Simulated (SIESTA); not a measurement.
Crystal: PbS (Galena).

```
Pb S
1.0
     0.00000    2.96575    2.96575
     2.96575    0.00000    2.96575
     2.96575    2.96575    0.00000
Pb S
1 1
Direct
  0.00000 0.00000 0.00000
  0.50000 0.50000 0.50000
```

Base run:

| Property | Result |
| --- | --- |
| Program | SIESTA 5.4.2 |
| Functional | AM05 |
| Potentials or basis | PseudoDojo 0.4 standard (PBEsol files) |
| Basis | DZP (energy shift 0.003 Ry; two zetas on semicore shells) |
| Grid cutoff | 500 Ry |
| Energy shift | 0.003 Ry |
| k mesh | 8 × 8 × 8 |
| Occupations | fermi-dirac, width 0.05 eV |
| Spin | no spin polarisation |

Its results: band gap on the k mesh 0.38 eV, direct; pressure 0.5 GPa.

Task: After a change of settings the same cell gave: band gap on the k mesh 0.32 eV, direct; pressure 0.0 GPa. Which change was it?
A. functional from AM05 to BLYP; potentials or basis from PseudoDojo 0.4 standard (PBEsol files) to PseudoDojo 0.4 standard (PBE files)
B. functional from AM05 to PBEsol
C. functional from AM05 to LDA; potentials or basis from PseudoDojo 0.4 standard (PBEsol files) to PseudoDojo 0.4 standard (LDA files)
D. functional from AM05 to PBE; potentials or basis from PseudoDojo 0.4 standard (PBEsol files) to PseudoDojo 0.4 standard (PBE files)

Result: B.

Caveats: spin-orbit coupling is left out, which as a rule narrows the gap of such compounds by several tenths of an eV; the basis of atomic orbitals isn't converged, which shifts pressures, moduli and gaps; the potentials were made for another functional, which shifts forces and pressure (some runs).

Not every run made on this cell is shown here.
